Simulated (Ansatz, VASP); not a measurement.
Mo in VASP and in Ansatz

```
Mo
1.0
    -1.29760    1.29760    1.29760
     1.29760   -1.29760    1.29760
     1.29760    1.29760   -1.29760
Mo
1
Cartesian
  0.0000 0.0000 0.0000
```

Change from the starting cell: volume scaled by 0.58, LAPW.

Alike in both runs: task single point; functional LDA; k mesh 17 × 17 × 17; occupations fermi-dirac, width 0.08 eV; no spin polarisation.

|  | VASP | Ansatz |
| --- | --- | --- |
| version | VASP 6.6.1 | Ansatz 0.2.0 |
| potentials or method | VASP PAW LDA potentials, release 64 (Mo_sv), cutoff 520 eV | all-electron LAPW, scalar-relativistic |

VASP gave:

| Item | Value |
| --- | --- |
| pressure (GPa) | 468.3 |

Q: What did Ansatz give for the same quantities?

A: Pressure (GPa): 459.3.

Ansatz ran all-electron here, so the differences hold the error of VASP's frozen core and of both bases.

Caveats: the cell as given lies far from equilibrium; so large a pressure means that the cell lies far from this level's equilibrium, or that cutoff or potentials fall short (VASP).
